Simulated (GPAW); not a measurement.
Runs of GPAW 26.7.0 on Pb. The structure is cubic, space group Im-3m (No. 229). The conventional cell has a = 3.959 Å, b = 3.959 Å, c = 3.959 Å, α = 90.00°, β = 90.00°, γ = 90.00°. Pb (site symmetry m-3m) has 8 Pb at 3.43 Å as nearest neighbours. This isn't the form of Pb at room conditions, which is fcc.

```csv
task,level,potentials or basis,spin,cell,k mesh,mesh off Gamma,maxiter,band path,band points,spin axis theta (degrees),other keys,mesh quality,gap on the mesh (eV),pressure (GPa),moment (μB)
band structure,LDA,"the program's PAW data sets (release 1.2.1) made for this functional, pw","non-collinear, ferromagnetic start",as given,3 × 3 × 3,yes,100,"GHNGPH,PN",60,-,"several, not listed",coarse,-,-,0.27
band structure,optPBE-vdW,"GPAW PAW data sets (gpaw-data 1.2.1), pw","collinear, ferromagnetic start, SOC",as given,9 × 9 × 9,-,150,"GHNGPH,PN",100,54.7,-,not flagged,-,-,0.00
band structure,r2SCAN,"GPAW PAW data sets (gpaw-data 1.2.1), pw","collinear, ferromagnetic start",cell strained at random at fixed volume,5 × 5 × 5,-,150,"XGY,LGZ,NGM,RG",100,-,-,coarse,-,1.5,0.00
atomic charges,RPBE,"the program's PAW data sets (release 1.2.1) made for this functional, pw",off,as given,9 × 9 × 9,-,150,-,-,-,-,not flagged,none,(a),-
single point,r2SCAN,"GPAW PAW data sets (gpaw-data 1.2.1), pw",off,as given,9 × 9 × 9,-,150,-,-,-,-,not flagged,none,-0.6,-
```

Alike in all rows: cutoff (eV) 600; smearing fermi-dirac 0.05 eV.

Problem. Estimate the missing entries.

Solution. (a) 2.1.

Caveats: some runs use coarse meshes; the PAW data sets were made with another functional, which shifts forces and pressure a little (some runs); spin-orbit coupling is left out, which moves the levels of the heavy elements (some runs); spin-orbit coupling was added after a scalar SCF, so levels and gaps hold it while energy, forces, pressure and moments don't (some runs); this program's spin-orbit splittings come out too wide for heavy elements (some runs).

A k mesh can miss the band edges, and rows without SOC leave out spin-orbit coupling on Pb.

A gap of «none» marks a metal or a gap under the smearing width.

Runs at the PBE level aren't shown here.
